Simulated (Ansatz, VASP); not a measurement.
# TiO2 in two plane-wave programs, part 2 of 2

Wanted: the spread between two codes on one cell, functional and k mesh. The cell is taken from a series of runs on this material, whose earlier steps may have relaxed, scaled, displaced or heated it; both programs get it as it stands.

VASP 6.6.1 and Ansatz 0.2.0.

So far: Starting point; Ansatz: G0W0 gap, LDA.

### Step 3. VASP: G0W0 gap, LDA

Level of this step: G0W0 on LDA, no spin polarisation; plane waves and PAW (Ti_sv_GW, O_GW) (VASP).

The same cell, functional (in two slightly different forms) and mesh now go to VASP, with its own data sets.

Lines of VASP's logs that name or quote its potential files are left out, and so is its time.

The run reads the wave functions of an earlier VASP run, which isn't shown here.

INCAR reads:

```
SYSTEM = TiO2
PREC = Accurate
ENCUT = 440
ISMEAR = 0
SIGMA = 0.01
LREAL = .FALSE.
GGA = CA
NBANDS = 656
LASPH = .TRUE.
ALGO = EVGW0
NELMGW = 1
ENCUTGW = 150
NOMEGA = 64
PRECFOCK = Fast
NBANDSGW = 48
LWAVE = .FALSE.
LCHARG = .FALSE.
```

POSCAR reads:

```
TiO2
1.0
    5.2910000000      0.0000000000      0.0000000000
   -2.6455000000      4.5821404114      0.0000000000
    0.0000000000      0.0000000000      6.1330000000
Ti O
3 6
Direct
    0.4581547199      0.0000000000      0.3333333333
    0.0000000000      0.4581547199      0.6666666667
    0.5418452801      0.5418452801      0.0000000000
    0.4117446940      0.2881530826      0.2239738742
    0.7118469174      0.1235916113      0.5573072075
    0.8764083887      0.5882553060      0.8906405409
    0.2881530826      0.4117446940      0.7760261258
    0.1235916113      0.7118469174      0.4426927925
    0.5882553060      0.8764083887      0.1093594591
```

KPOINTS reads:

```
Automatic mesh
0
Gamma
6 6 2
0 0 0
```

PAW data sets: Ti_sv_GW and O_GW (LDA family, release 64).

Command:

```
> mpirun -np 16 vasp_std
```

Numbers of over 12 decimals in the logs are rounded to 6 here.

What it wrote:

```text
[banner, memory and clock lines left out]
running   16 mpi-ranks, on    1 nodes
 distrk:  each k-point on   16 cores,    1 groups
 distr:  one band on    1 cores,   16 groups

 POSCAR found type information on POSCAR TiO
 POSCAR found :  2 types and       9 ions
|                                                                             |
|           W    W    AA    RRRRR   N    N  II  N    N   GGGG   !!!           |
|           W    W   A  A   R    R  NN   N  II  NN   N  G    G  !!!           |
|           W    W  A    A  R    R  N N  N  II  N N  N  G       !!!           |
|           W WW W  AAAAAA  RRRRR   N  N N  II  N  N N  G  GGG   !            |
|           WW  WW  A    A  R   R   N   NN  II  N   NN  G    G                |
|           W    W  A    A  R    R  N    N  II  N    N   GGGG   !!!           |
|                                                                             |
|     For optimal performance we recommend to set                             |
|       NCORE = 2 up to number-of-cores-per-socket                            |
|     NCORE specifies how many cores store one orbital (NPAR=cpu/NCORE).      |
|     This setting can greatly improve the performance of VASP for DFT.       |
|     The default, NCORE=1 might be grossly inefficient on modern             |
|     multi-core architectures or massively parallel machines. Do your        |
|     Unfortunately you need to use the default for GW and RPA                |
|     calculations (for HF NCORE is supported but not extensively tested      |
|     yet).                                                                   |
|                                                                             |

|                                                                             |
|           W    W    AA    RRRRR   N    N  II  N    N   GGGG   !!!           |
|           W    W   A  A   R    R  NN   N  II  NN   N  G    G  !!!           |
|           W    W  A    A  R    R  N N  N  II  N N  N  G       !!!           |
|           W WW W  AAAAAA  RRRRR   N  N N  II  N  N N  G  GGG   !            |
|           WW  WW  A    A  R   R   N   NN  II  N   NN  G    G                |
|           W    W  A    A  R    R  N    N  II  N    N   GGGG   !!!           |
|                                                                             |
|     The default for ENCUTGWSOFT is different in this version of VASP.       |
|     please manually set ENCUTGWSOFT =150 in the INCAR file.                 |
|                                                                             |

 LDA part: xc-table for (Slater(with rela. corr.)+CA(PZ))
 , standard interpolation
 found WAVECAR, reading the header
 POSCAR, INCAR and KPOINTS ok, starting setup
 FFT: planning ... GRIDC
 FFT: planning ... GRID_SOFT
 FFT: planning ... GRID
 reading WAVECAR
 the WAVECAR file was read successfully
 initial charge from wavefunction
 available memory per node:     15.73 GB, setting MAXMEM to     16112

 The Fermi energy was updated, please check that it is located mid-gap
 values below the HOMO (VB) or above the LUMO (CB) will cause erroneous energies
 E-fermi :   1.0418

 calculate exact exchange contribution
 the WAVEDER file was read successfully
energies w=
    0.000    0.000    1.346    0.000    2.689    0.000    4.026    0.000
    5.356    0.000    6.675    0.000    7.983    0.000    9.276    0.000
   10.555    0.000   11.818    0.000   13.064    0.000   14.294    0.000
   15.508    0.000   16.706    0.000   17.889    0.000   19.058    0.000
   20.215    0.000   21.361    0.000   22.496    0.000   23.624    0.000
   24.746    0.000   25.864    0.000   26.979    0.000   28.095    0.000
   29.213    0.000   30.336    0.000   31.467    0.000   32.608    0.000
   33.762    0.000   34.932    0.000   36.121    0.000   37.334    0.000
   38.573    0.000   39.844    0.000   41.150    0.000   42.497    0.000
   43.890    0.000   45.335    0.000   46.841    0.000   48.413    0.000
   50.062    0.000   51.798    0.000   53.631    0.000   55.576    0.000
   57.648    0.000   59.866    0.000   62.250    0.000   64.825    0.000
   67.623    0.000   70.680    0.000   74.038    0.000   77.753    0.000
   81.891    0.000   86.536    0.000   91.793    0.000   97.800    0.000
  104.735    0.000  112.837    0.000  122.433    0.000  133.978    0.000
  148.134    0.000  165.890    0.000  188.805    0.000  219.476    0.000
 responsefunction array rank=     640
 LDA part: xc-table for (Slater(with rela. corr.)+CA(PZ))
 , standard interpolation

 min. memory requirement per mpi rank    903.9 MB, per node  14462.5 MB

 allocating   4 responsefunctions rank=   640
 shmem allocating  64 responsefunctions rank=   640
 response function shared by NCSHMEM nodes    1
 Doing            4  frequencies on each core in blocks of           64
NQ=   1    0.0000    0.0000    0.0000,
|.........|.........|.........|.........|.........|.........|.........|.........
 performed       4095000 updates of chi_q(r,r)
 total number of BLAS operations      10908.74 Gflops
NQ=   2    0.1667    0.0000    0.0000,
|.........|.........|.........|.........|.........|.........|.........|.........
 performed      11087000 updates of chi_q(r,r)
 total number of BLAS operations      32067.07 Gflops
NQ=   3    0.3333    0.0000    0.0000,
|.........|.........|.........|.........|.........|.........|.........|.........
 performed      18079000 updates of chi_q(r,r)
 total number of BLAS operations      53363.23 Gflops
NQ=   4    0.5000    0.0000    0.0000,
|.........|.........|.........|.........|.........|.........|.........|.........
 performed      23308000 updates of chi_q(r,r)
 total number of BLAS operations      69862.09 Gflops
NQ=   5    0.1667    0.1667    0.0000,
|.........|.........|.........|.........|.........|.........|.........|.........
 performed      29418000 updates of chi_q(r,r)
 total number of BLAS operations      88593.99 Gflops
NQ=   6    0.3333    0.1667    0.0000,
|.........|.........|.........|.........|.........|.........|.........|.........
 performed      37166000 updates of chi_q(r,r)
 total number of BLAS operations     112575.70 Gflops
NQ=   7    0.3333    0.3333    0.0000,
|.........|.........|.........|.........|.........|.........|.........|.........
 performed      41639000 updates of chi_q(r,r)
 total number of BLAS operations     126111.92 Gflops
NQ=   8    0.0000    0.0000    0.5000,
|.........|.........|.........|.........|.........|.........|.........|.........
 performed      45734000 updates of chi_q(r,r)
 total number of BLAS operations     139365.61 Gflops
NQ=   9    0.1667    0.0000    0.5000,
|.........|.........|.........|.........|.........|.........|.........|.........
 performed      52726000 updates of chi_q(r,r)
 total number of BLAS operations     161709.84 Gflops
NQ=  10    0.3333    0.0000    0.5000,
|.........|.........|.........|.........|.........|.........|.........|.........
 performed      59718000 updates of chi_q(r,r)
 total number of BLAS operations     183213.61 Gflops
NQ=  11    0.5000    0.0000    0.5000,
|.........|.........|.........|.........|.........|.........|.........|.........
 performed      64947000 updates of chi_q(r,r)
 total number of BLAS operations     198882.47 Gflops
NQ=  12    0.1667    0.1667    0.5000,
|.........|.........|.........|.........|.........|.........|.........|.........
 performed      71057000 updates of chi_q(r,r)
 total number of BLAS operations     217796.38 Gflops
NQ=  13    0.3333    0.1667    0.5000,
|.........|.........|.........|.........|.........|.........|.........|.........
 performed      78805000 updates of chi_q(r,r)
 total number of BLAS operations     241165.16 Gflops
NQ=  14    0.3333    0.3333    0.5000,
|.........|.........|.........|.........|.........|.........|.........|.........
 performed      83278000 updates of chi_q(r,r)
 total number of BLAS operations     254833.76 Gflops
 resolving degeneracies of screened two electron integrals

 calculate QP shifts <psi_nk| G(iteration)W_0 |psi_nk>: iteration 1
 entering main loop
```

Parts of OUTCAR (step 3):

```text
ion  position               nearest neighbor table
   1  0.458  0.000  0.333-   4 1.79   8 1.79   9 1.80   5 1.80
   2  0.000  0.458  0.667-   7 1.79   5 1.79   6 1.80   8 1.80
   3  0.542  0.542  0.000-   9 1.79   6 1.79   4 1.80   7 1.80
   4  0.412  0.288  0.224-   1 1.79   3 1.80
   5  0.712  0.124  0.557-   2 1.79   1 1.80
   6  0.876  0.588  0.891-   3 1.79   2 1.80
   7  0.288  0.412  0.776-   2 1.79   3 1.80
   8  0.124  0.712  0.443-   1 1.79   2 1.80
   9  0.588  0.876  0.109-   3 1.79   1 1.80

  LATTYP: Found a hexagonal cell.
 ALAT       =     5.2910000000
 C/A-ratio  =     1.1591381591

 Subroutine GETGRP returns: Found  6 space group operations
 (whereof  2 operations were pure point group operations)

The static configuration has the point symmetry C_2 .
 The point group associated with its full space group is D_3 .

 Found     14 irreducible k-points:

   k-points           NKPTS =     14   k-points in BZ     NKDIM =     72   number of bands    NBANDS=    656

   dimension x,y,z NGX =    36 NGY =   36 NGZ =   42
   dimension x,y,z NGXF=    72 NGYF=   72 NGZF=   84

   ENCUT  =  440.0 eV  32.34 Ry    5.69 a.u.   9.05  9.05 10.49*2*pi/ulx,y,z

   NELECT =      72.0000    total number of electrons

  energy-cutoff  :      440.00
  volume of cell :      148.69
      direct lattice vectors                 reciprocal lattice vectors
     5.291000000  0.000000000  0.000000000     0.189000189  0.109119310  0.000000000
    -2.645500000  4.582140411  0.000000000     0.000000000  0.218238620  0.000000000
     0.000000000  0.000000000  6.133000000     0.000000000  0.000000000  0.163052340

 k-points in reciprocal lattice and weights: Automatic mesh
   0.00000000  0.00000000  0.00000000       0.014
   0.16666667  0.00000000  0.00000000       0.083
   0.33333333  0.00000000  0.00000000       0.083
   0.50000000  0.00000000  0.00000000       0.042
   0.16666667  0.16666667  0.00000000       0.083
   0.33333333  0.16666667  0.00000000       0.167
   0.33333333  0.33333333  0.00000000       0.028
   0.00000000  0.00000000  0.50000000       0.014
   0.16666667  0.00000000  0.50000000       0.083
[...]
0.33333333  0.16666667  0.50000000       0.167
   0.33333333  0.33333333  0.50000000       0.028

 E-fermi :   1.0418

 QP shifts <psi_nk| G(iteration)W_0 |psi_nk>: iteration 1
 for sc-GW calculations column KS-energies equals QP-energies in previous step
 and V_xc(KS)=  KS-energies - (<T + V_ion + V_H > + <T+V_H+V_ion>^1  + <V_x>^1)
 k-point   1 :       0.0000    0.0000    0.0000
  band No.  KS-energies  QP-energies   sigma(KS)   V_xc(KS)     V^pw_x(r,r')   Z            occupation Imag(sigma)
    ...
     33      -1.6826      -2.2548     -19.3612     -18.5494     -23.3944       0.7047       2.0000       0.3041
     34      -1.1257      -1.6980     -19.6137     -18.8062     -23.7485       0.7087       2.0000       0.2836
     35      -1.0657      -1.6026     -19.9129     -19.1548     -23.9753       0.7083       2.0000       0.2772
     36      -1.0657      -1.6026     -19.9129     -19.1548     -23.9753       0.7083       2.0000       0.2772
     37       3.0544       4.9160     -17.3878     -19.9585     -11.4275       0.7242       0.0000      -0.3081
     38       3.5211       5.3221     -17.3322     -19.8482     -11.5727       0.7158       0.0000      -0.3164
     39       3.5211       5.3221     -17.3322     -19.8482     -11.5727       0.7158       0.0000      -0.3164
     40       3.8657       5.6504     -17.5012     -20.0098     -11.7085       0.7115       0.0000      -0.3360
    ...

 k-point   2 :       0.1667    0.0000    0.0000
  band No.  KS-energies  QP-energies   sigma(KS)   V_xc(KS)     V^pw_x(r,r')   Z            occupation Imag(sigma)
    ...
     33      -1.4350      -2.0263     -19.3800     -18.5457     -23.4584       0.7087       2.0000       0.2951
     34      -1.2090      -1.7648     -19.6886     -18.9039     -23.7787       0.7083       2.0000       0.2854
     35      -1.1764      -1.6986     -19.8260     -19.0876     -23.8195       0.7073       2.0000       0.2810
     36      -1.0212      -1.5606     -19.8976     -19.1381     -23.9597       0.7102       2.0000       0.2762
     37       3.1227       4.9654     -17.2947     -19.8467     -11.3777       0.7221       0.0000      -0.3082
     38       3.4277       5.2473     -17.3129     -19.8354     -11.5574       0.7213       0.0000      -0.3126
     39       3.5120       5.3176     -17.4364     -19.9614     -11.6744       0.7151       0.0000      -0.3183
     40       3.8102       5.6022     -17.4554     -19.9589     -11.7228       0.7158       0.0000      -0.3274
    ...

 k-point   3 :       0.3333    0.0000    0.0000
  band No.  KS-energies  QP-energies   sigma(KS)   V_xc(KS)     V^pw_x(r,r')   Z            occupation Imag(sigma)
    ...
     33      -1.5028      -2.0395     -19.6381     -18.8787     -23.6300       0.7067       2.0000       0.2951
     34      -1.4215      -1.9920     -19.5773     -18.7718     -23.6654       0.7082       2.0000       0.2934
     35      -1.1054      -1.6577     -19.8259     -19.0450     -23.9154       0.7074       2.0000       0.2808
     36      -0.8665      -1.4111     -20.0355     -19.2701     -24.1315       0.7115       2.0000       0.2722
     37       3.1671       5.0040     -17.0870     -19.6154     -11.2535       0.7265       0.0000      -0.3024
     38       3.2507       5.0731     -17.3259     -19.8618     -11.5033       0.7186       0.0000      -0.3138
     39       3.5113       5.3320     -17.3420     -19.8738     -11.5420       0.7191       0.0000      -0.3156
     40       3.9127       5.6982     -17.5137     -20.0213     -11.7528       0.7120       0.0000      -0.3337
    ...

 k-point   4 :       0.5000    0.0000    0.0000
  band No.  KS-energies  QP-energies   sigma(KS)   V_xc(KS)     V^pw_x(r,r')   Z            occupation Imag(sigma)
    ...
     33      -1.5517      -2.1994     -19.2438     -18.3323     -23.4507       0.7105       2.0000       0.3009
     34      -1.5188      -2.0900     -19.5483     -18.7398     -23.6106       0.7065       2.0000       0.2961
     35      -1.0291      -1.5861     -19.9183     -19.1331     -24.0494       0.7094       2.0000       0.2785
     36      -0.7774      -1.3263     -20.1485     -19.3801     -24.2785       0.7143       2.0000       0.2705
     37       3.1571       4.9822     -17.1949     -19.7264     -11.3564       0.7210       0.0000      -0.3100
     38       3.1678       5.0068     -17.0776     -19.6097     -11.2491       0.7263       0.0000      -0.3015
     39       3.5080       5.3404     -17.2833     -19.8185     -11.4592       0.7228       0.0000      -0.3144
     40       4.1087       5.8973     -17.7719     -20.3085     -11.9108       0.7051       0.0000      -0.3544
    ...

[... 4 further parts left out ...]
```

This run has no spin polarisation, so a moment on Ti, if there is one, isn't seen.

### Step 4. Comparison

Known differences besides the potentials themselves: the two LDA forms differ slightly; fixed occupations in Ansatz, narrow Gaussian smearing in VASP; the cutoff is 420 eV in Ansatz and 440 eV in VASP; VASP's log shows a relativistic correction to its local exchange, Ansatz's none; Ansatz integrates over frequency by contour deformation, VASP on a grid of NOMEGA points; Ansatz's G0W0 levels solve the quasiparticle equation, VASP's are linearised. Total energies have different zeros and are not compared.

The two programs side by side:

```
                   quantity  Ansatz  VASP  difference
  G0W0 gap on the mesh (eV)    5.97  6.03       -0.06
Kohn-Sham gap under it (eV)    3.65  3.64       +0.01
```

### Step 5. Results

```json
{
  "difference in G0W0 gap on the mesh (G0W0 gap, LDA)": "-0.062 eV"
}
```

In words: The difference in G0W0 gap on the mesh is -0.062 eV (G0W0 gap, LDA). How closely two codes agree says nothing of how well the functional describes the real material.

[Lines on the potential files, build, host, timing and source positions are cut from VASP's logs without a mark.]

[Logs are printed without paths, hosts, clocks, repeated set-up lines and the standing remarks that a program may print on its own settings, such as how far it seeks lower states.]

[Hosts, paths, dates, database ids (printed as entryN), source tags and the programs' standing remarks are cut or masked in the printed files.]
